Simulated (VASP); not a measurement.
**Results of a VASP single-point calculation on BaO (strained rocksalt)**

POSCAR

```
Ba O
 1.0000000000000000
     0.0000000000000000    2.8551009619999999    2.8551009619999999
     2.8551009619999999    0.0000000000000000    2.8551009619999999
     2.8551009619999999    2.8551009619999999    0.0000000000000000
 Ba  O
   1   1
Cartesian
  0.0000000000000000  0.0000000000000000  0.0000000000000000
  2.8551009619999999  2.8551009619999999  2.8551009619999999
```

```yaml
gap_between_bands_v_and_c: 2.58 eV
least_direct_gap: 2.58 eV
```

Band v is the last that the valence electrons fill when counted band by band, and c is the next. Levels in eV from the top of v:

| point | v−1 | v | c | c+1 |
| --- | --- | --- | --- | --- |
| Γ | -0.15 | -0.15 | 3.72 | 5.14 |
| X | -0.05 | 0.00 | 2.58 | 6.21 |
| K | -0.52 | -0.11 | 3.88 | 6.75 |
| L | -1.11 | -1.11 | 5.20 | 7.38 |
| W | -0.14 | -0.14 | 4.98 | 4.98 |

Task: Which of these levels of theory gave these results?
A. HSE06
B. PBEsol
C. PBE with spin–orbit coupling
D. LDA
E. r²SCAN
F. PBE
G. PBE0

Result: E.

The INCAR was:

```
LCHARG = .FALSE.
NELM = 120
NBANDS = 15
LREAL = .FALSE.
LASPH = .TRUE.
EDIFF = 1E-7
IBRION = -1
ISMEAR = 0
NSW = 0
ENCUT = 520
ALGO = Normal
LWAVE = .FALSE.
PREC = Accurate
SIGMA = 0.01
ISIF = 2
METAGGA = R2SCAN
```
